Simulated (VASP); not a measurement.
# ZnSnN$_{2}$ (strained II-IV-N2 ordering on rocksalt lattice): one PBE single-point calculation in two programs

```
Zn Sn N
1.0
     1.59161    0.91891    5.17557
    -1.59161    0.91891    5.17557
     0.00000   -1.83783    5.17557
Zn Sn N
1 1 2
Direct
  0.00000 0.00000 0.00000
  0.50000 0.50000 0.50000
  0.24618 0.24618 0.24618
  0.75382 0.75382 0.75382
```

Each program uses its own PAW datasets. VASP's cell holds 36 valence electrons and Ansatz's 36. Ansatz's stress includes a Pulay correction; VASP's doesn't.

Cutoffs: 520 eV in VASP, 420 eV in Ansatz. k meshes: 10×10×10 and 10×10×10.

```tsv
	VASP	Ansatz
gap between bands v and c	0.62 eV	0.62 eV
least direct gap	0.79 eV	0.80 eV
pressure	4.1 GPa	3.7 GPa
largest force	0.18 eV/Å	0.19 eV/Å
```

Band v is the last that the valence electrons fill when counted band by band, and c is the next. Levels in eV from the top of v, Ansatz:

```json
{"point": "Γ", "v−1": "-0.19", "v": "-0.19", "c": "0.62", "c+1": "3.43"}
{"point": "T", "v−1": "-0.58", "v": "-0.58", "c": "3.08", "c+1": "3.73"}
{"point": "H_2", "v−1": "-1.49", "v": "-1.42", "c": "3.94", "c+1": "4.42"}
{"point": "H_0", "v−1": "-1.49", "v": "-1.42", "c": "3.94", "c+1": "4.42"}
{"point": "L", "v−1": "-2.13", "v": "-1.30", "c": "3.06", "c+1": "4.13"}
{"point": "S_0", "v−1": "-1.72", "v": "-1.32", "c": "3.75", "c+1": "5.08"}
{"point": "S_2", "v−1": "-1.72", "v": "-1.32", "c": "3.75", "c+1": "5.08"}
{"point": "F", "v−1": "-0.12", "v": "-0.07", "c": "0.73", "c+1": "3.65"}
```

VASP:

```tsv
point	v−1	v	c	c+1
Γ	-0.20	-0.20	0.62	3.43
T	-0.58	-0.58	3.08	3.72
H_2	-1.49	-1.43	3.93	4.40
H_0	-1.49	-1.43	3.93	4.40
L	-2.13	-1.30	3.05	4.11
S_0	-1.72	-1.32	3.74	5.07
S_2	-1.72	-1.32	3.74	5.07
F	-0.12	-0.07	0.72	3.64
```

Forces (eV/Å), VASP:

| atom | Fx | Fy | Fz |
| --- | --- | --- | --- |
| Zn | 0.000 | 0.000 | 0.000 |
| Sn | 0.000 | 0.000 | 0.000 |
| N | 0.000 | 0.000 | 0.183 |
| N | 0.000 | 0.000 | -0.183 |

Ansatz:

```csv
atom,Fx,Fy,Fz
Zn,0.000,0.000,0.000
Sn,0.000,0.000,0.000
N,0.000,0.000,0.185
N,0.000,0.000,-0.185
```
